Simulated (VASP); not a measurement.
# BAs (F-43m) in VASP: a series of runs, part 2 of 2

VASP 6.6.1.

## 3. Dielectric tensor, LDA

The input, INCAR:

```
SYSTEM = BAs
ALGO = Normal
EDIFF = 1E-8
ENCUT = 600
ISIF = 2
ISMEAR = 0
LASPH = .TRUE.
LCHARG = .FALSE.
LEPSILON = .TRUE.
LREAL = .FALSE.
LWAVE = .FALSE.
NELM = 80
PREC = Accurate
SIGMA = 0.03
```

The input, KPOINTS:

```
k-points
0
Monkhorst
  16 16 16
  0 0 0
```

The input, POSCAR:

```
BAs                                     
1.0
    0.0000000000      2.3711456976      2.3711456976
    2.3711456976      0.0000000000      2.3711456976
    2.3711456976      2.3711456976      0.0000000000
  B               As            
     1     1
Direct
     0.0000000000000000    0.0000000000000000    0.0000000000000000
     0.2500000000000000    0.2500000000000000    0.2500000000000000
```

Potentials or basis: VASP PAW LDA potentials, release 64 (B, As).

On the command line:

```bash
$ cat potpaw_LDA.64/B/POTCAR potpaw_LDA.64/As/POTCAR > POTCAR
$ mpirun -np 1 vasp_std > vasp.out
```

OUTCAR:

```text
SYSTEM = BAs
   EDIFF = 1E-8
   ENCUT = 600
   ISIF = 2
   ISMEAR = 0
   LASPH = .TRUE.
   LEPSILON = .TRUE.
   LREAL = .FALSE.
   NELM = 80
   PREC = Accurate

 ion  position               nearest neighbor table
   1  0.000  0.000  0.000-   2 2.05   2 2.05   2 2.05   2 2.05
   2  0.250  0.250  0.250-   1 2.05   1 2.05   1 2.05   1 2.05

  LATTYP: Found a face centered cubic cell.
 ALAT       =     4.7422913952

  Lattice vectors:

 A1 = (   0.0000000000,   2.3711456976,   2.3711456976)
 A2 = (   2.3711456976,   0.0000000000,   2.3711456976)
 A3 = (   2.3711456976,   2.3711456976,   0.0000000000)

Analysis of symmetry for initial positions (statically):
=====================================================================
 Subroutine PRICEL returns:
 Original cell was already a primitive cell.

 Routine SETGRP: Setting up the symmetry group for a
 face centered cubic supercell.

 Subroutine GETGRP returns: Found 24 space group operations
 (whereof 24 operations were pure point group operations)
 out of a pool of 48 trial point group operations.

The static configuration has the point symmetry T_d .

Analysis of symmetry for dynamics (positions and initial velocities):
=====================================================================
 Subroutine PRICEL returns:
 Original cell was already a primitive cell.

 Routine SETGRP: Setting up the symmetry group for a
 face centered cubic supercell.

 Subroutine GETGRP returns: Found 24 space group operations
 (whereof 24 operations were pure point group operations)
 out of a pool of 48 trial point group operations.

The dynamic configuration has the point symmetry T_d .

 Subroutine INISYM returns: Found 24 space group operations
 (whereof 24 operations are pure point group operations),
 and found     1 'primitive' translations

----------------------------------------------------------------------------------------

                                     Primitive cell

  volume of cell :      26.6627

  direct lattice vectors                    reciprocal lattice vectors
     0.000000000  2.371145698  2.371145698    -0.210868527  0.210868527  0.210868527
     2.371145698  0.000000000  2.371145698     0.210868527 -0.210868527  0.210868527
     2.371145698  2.371145698  0.000000000     0.210868527  0.210868527 -0.210868527

  length of vectors
     3.353306404  3.353306404  3.353306404     0.365235002  0.365235002  0.365235002

  position of ions in fractional coordinates (direct lattice)
     0.000000000  0.000000000  0.000000000
     0.250000000  0.250000000  0.250000000

  ion indices of the primitive-cell ions
   primitive index   ion index
[... 130 lines left out ...]
      6       9.7285      0.00000
      7       9.7340      0.00000
      8      11.4635      0.00000
[... 243 lines left out ...]
 k-point    24 :      -0.4688    0.0938    0.0312
  band No.  band energies     occupation
      1      -6.1526      2.00000
      2      -2.4143      2.00000
      3       3.8933      2.00000
      4       4.3436      2.00000
      5       9.6765      0.00000
      6      11.0390      0.00000
      7      11.6125      0.00000
      8      15.4259      0.00000

 [... further k-points ...]

  FORCE on cell =-STRESS in cart. coord.  units (eV):
  Direction    XX          YY          ZZ          XY          YZ          ZX
  --------------------------------------------------------------------------------------
  -------------------------------------------------------------------------------------
  Total       -0.0009718     -0.0009718     -0.0009718      0.0000000      0.0000000     -0.0000000
  in kB       -0.0583944     -0.0583944     -0.0583944      0.0000000      0.0000000     -0.0000000
  external PRESSURE =      -0.0583944 kB  Pullay stress =       0.0000000 kB

 VOLUME and BASIS-vectors are now :
 -----------------------------------------------------------------------------
  energy-cutoff  :      600.00
  volume of cell :       26.66
      direct lattice vectors                 reciprocal lattice vectors
     0.000000000  2.371145698  2.371145698    -0.210868527  0.210868527  0.210868527
     2.371145698  0.000000000  2.371145698     0.210868527 -0.210868527  0.210868527
     2.371145698  2.371145698  0.000000000     0.210868527  0.210868527 -0.210868527

 POSITION                                       TOTAL-FORCE (eV/Angst)
 -----------------------------------------------------------------------------------
      0.00000      0.00000      0.00000         0.000000      0.000000     -0.000000
      1.18557      1.18557      1.18557        -0.000000     -0.000000      0.000000
 -----------------------------------------------------------------------------------
    total drift:                               -0.000000     -0.000000     -0.000000

  FREE ENERGIE OF THE ION-ELECTRON SYSTEM (eV)
  ---------------------------------------------------
  free  energy   TOTEN  =       -12.9277769086 eV

  energy  without entropy=      -12.9277769086  energy(sigma->0) =      -12.92777691

 HEAD OF MICROSCOPIC STATIC DIELECTRIC TENSOR (INDEPENDENT PARTICLE, excluding Hartree and local field effects)
 ------------------------------------------------------
          10.070243     0.000000     0.000000
           0.000000    10.070243     0.000000
          -0.000000     0.000000    10.070243
 ------------------------------------------------------

 Free energy of the ion-electron system (eV)
  ---------------------------------------------------
  ---------------------------------------------------
  free energy    TOTEN  =        -0.67756028 eV

  energy without entropy =       -0.67756028

------------------------ aborting loop because EDIFF is reached ----------------------------------------

--------------------------------------- Ionic step        2  -------------------------------------------

------------------------ aborting loop because EDIFF is reached ----------------------------------------

--------------------------------------- Ionic step        3  -------------------------------------------

 Free energy of the ion-electron system (eV)
  ---------------------------------------------------
  ---------------------------------------------------
  free energy    TOTEN  =        -0.67755994 eV

  energy without entropy =       -0.67755994

------------------------ aborting loop because EDIFF is reached ----------------------------------------

 PIEZOELECTRIC TENSOR FIELD DIRECTION 3  (e Angst)
 -----------------------------------------------------------------------------
    -0.00070  0.19441  0.00000           ( -0.00000  0.09724  0.00000)
     0.19441 -0.00070  0.00000           (  0.09724 -0.00000  0.00000)
     0.00000  0.00000  0.00096           (  0.00000  0.00000 -0.00000)

 PIEZOELECTRIC TENSOR FIELD DIRECTION 3  (C/m^2)
 -----------------------------------------------------------------------------
    -0.00042  0.11682  0.00000
     0.11682 -0.00042  0.00000
     0.00000  0.00000  0.00057

 MACROSCOPIC STATIC DIELECTRIC TENSOR (including local field effects in DFT)
 ------------------------------------------------------
           9.642132    -0.000000    -0.000000
           0.000000     9.642132    -0.000000
          -0.000000    -0.000000     9.642132
 ------------------------------------------------------

 PIEZOELECTRIC TENSOR (including local field effects)  for field in x, y, z        (e  Angst)
          XX          YY          ZZ          XY          YZ          ZX
  --------------------------------------------------------------------------------
  x    -0.00000    -0.00000     0.00000    -0.00000     0.19345     0.00000
  y     0.00000    -0.00000     0.00000     0.00000    -0.00000     0.19345
  z     0.00000     0.00000    -0.00000     0.19345     0.00000    -0.00000

 PIEZOELECTRIC TENSOR (including local field effects)  for field in x, y, z        (C/m^2)
          XX          YY          ZZ          XY          YZ          ZX
  --------------------------------------------------------------------------------
  x    -0.00000    -0.00000     0.00000    -0.00000     0.11625     0.00000
  y     0.00000    -0.00000     0.00000     0.00000    -0.00000     0.11625
  z     0.00000     0.00000    -0.00000     0.11625     0.00000    -0.00000

 BORN EFFECTIVE CHARGES (including local field effects) (in |e|, cummulative output)
 ---------------------------------------------------------------------------------
 ion    1
    1    -0.56087    -0.00000     0.00000
    2    -0.00000    -0.56087    -0.00000
    3     0.00000    -0.00000    -0.56087
 ion    2
    1     0.56087     0.00000     0.00000
    2     0.00000     0.56087     0.00000
    3    -0.00000     0.00000     0.56087
```

stdout:

```text
POSCAR found type information on POSCAR B As
 POSCAR found :  2 types and       2 ions
 scaLAPACK will be used
 LDA part: xc-table for (Slater(with rela. corr.)+CA(PZ))
 , standard interpolation
 -----------------------------------------------------------------------------
[... 38 lines left out ...]
 dielectric tensor                  component  3 :     0.041    -2.237     6.889
 Linear response to external field, progress :
  Direction:   1
 dielectric tensor                  component  1 :     9.642     0.283     0.000
 Linear response to external field, progress :
  Direction:   2
 dielectric tensor                  component  2 :     0.000     9.642    -0.284
 Linear response to external field, progress :
  Direction:   3
 dielectric tensor                  component  3 :     0.621    -0.002     9.642
 Born effective charges drift removed
```

It took 19 min on 1 thread of Intel Xeon Platinum 8488C (Sapphire Rapids), shared host; peak memory 1.4 GiB.

What came out:

```
Electronic dielectric tensor (diagonal) : 9.64
Born charges (mean of the diagonal)     : B -0.56; As +0.56 e
```

Levels at points of the mesh, in eV from the valence-band top:
| k point | band 1 | band 2 | band 3 | band 4 | band 5 | band 6 | band 7 | band 8 |
| --- | --- | --- | --- | --- | --- | --- | --- | --- |
| (0.03, 0.03, 0.03) | -15.53 | -0.14 | 0.00 | 0.00 | 3.36 | 3.36 | 3.36 | 5.09 |

Electronic dielectric tensor:
```
9.64 0.00 0.00
0.00 9.64 0.00
0.00 0.00 9.64
```

Born effective charge tensors (e):
atom 1, B
```
-0.56  0.00  0.00
 0.00 -0.56  0.00
 0.00  0.00 -0.56
```
atom 2, As
```
0.56 0.00 0.00
0.00 0.56 0.00
0.00 0.00 0.56
```

## 4. Band structure, PBE

This run uses another cell than the first one, of 13.63 Å³/atom, 1.022 times its volume.

The input, INCAR:

```
SYSTEM = BAs
PREC = Accurate ; ENCUT = 520
EDIFF = 1E-7 ; ISMEAR = 0
SIGMA = 0.03 ; LREAL = .False.
LASPH = .True. ; NELM = 80
ALGO = Normal ; ISIF = 2
LWAVE = .False. ; LCHARG = .False.
GGA = PE ; KPAR = 4
```

The input, KPOINTS:

```
Automatic mesh
0
Gamma
  6 6 6
  0 0 0
```

The input, POSCAR:

```
BAs                                     
1.0
    0.0000000000      2.3885000000      2.3885000000
    2.3885000000      0.0000000000      2.3885000000
    2.3885000000      2.3885000000      0.0000000000
  B               As            
     1     1
Direct
     0.0000000000000000    0.0000000000000000    0.0000000000000000
     0.2500000000000000    0.2500000000000000    0.2500000000000000
```

The input, KPOINTS_OPT:

```
explicit points
6
Reciprocal
 0.0000000000  0.0000000000  0.0000000000 1
 0.3750000000  0.3750000000  0.7500000000 1
 0.5000000000  0.5000000000  0.5000000000 1
 0.6250000000  0.2500000000  0.6250000000 1
 0.5000000000  0.2500000000  0.7500000000 1
 0.5000000000  0.0000000000  0.5000000000 1
```

Potentials or basis: VASP PAW PBE potentials, release 64 (B, As).

On the command line:

```bash
$ cat potpaw_PBE.64/B/POTCAR potpaw_PBE.64/As/POTCAR > POTCAR
$ mpirun -np 4 vasp_std > vasp.out
```

Run time: 4.7 s. Hardware: 4 MPI ranks of AMD EPYC 7R13 (Zen 3), shared host; peak memory 0.12 GiB.

Results (log left out):

* Free energy: -11.3877 eV
* Pressure: 3.5 GPa
* Band gap on the k mesh: 1.27 eV, indirect (least direct gap 3.27 eV)
* Band gap along the path: 1.42 eV, indirect (least direct gap 3.27 eV)

Levels at points of the mesh, in eV from the valence-band top:
```csv
k point,band 2,band 3,band 4,band 5,band 6,band 7
"(0.00, 0.00, 0.00)",0.00,0.00,0.00,3.27,3.27,3.27
"(0.50, 0.00, 0.00)",-8.79,-1.82,-1.82,2.69,4.78,4.78
"(0.50, 0.50, 0.00)",-8.53,-4.08,-4.08,1.42,1.44,11.37
```
